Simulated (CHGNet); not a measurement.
## Chalcopyrite CuInS2

Computed with the machine-learned potential CHGNet-r²SCAN (trained on r²SCAN data).

Cell (relaxed at this level):

CuInS2 has the tetragonal space group I-42d (No. 122), the chalcopyrite structure, Pearson symbol tI16. Conventional cell: a = 5.5320 Å, b = 5.5320 Å, c = 11.0807 Å, α = 90.00°, β = 90.00°, γ = 90.00°. In on 4b has 4 S at 2.489 Å (tetrahedral). Cu on 4a sees 4 S at 2.311 Å (tetrahedral). S on 8d has 2 Cu at 2.311 Å and 2 In at 2.489 Å (tetrahedral). (Neighbours: up to the widest gap in distance over summed covalent radii, below 1.35, at either atom; cation-cation and far metal-metal contacts left out.)
(The calculation used a cell of 8 atoms; values per cell refer to that cell.)

* **lattice constant a**: 5.532 Å
* **c axis length**: 11.081 Å

Measured, for comparison: lattice constant a 5.523 Å, lattice parameter c 11.133 Å (298 K, not corrected to a static lattice; as tabulated in Abstract on Scilit: Piezoelectric nonlinear optic CuGaS2 and CuInS2 crystal …). Computed (rounded) less measured: lattice constant a +0.2 %, lattice parameter c -0.5 %. A static lattice is as a rule a little smaller and stiffer than an uncorrected measurement, which can account for part of this.

A machine-learned potential is trained on density-functional data: it inherits that level's misses and adds fitting errors of its own.

Note: the model gives imaginary modes for this phase (in the spectrum interpolated from a supercell).
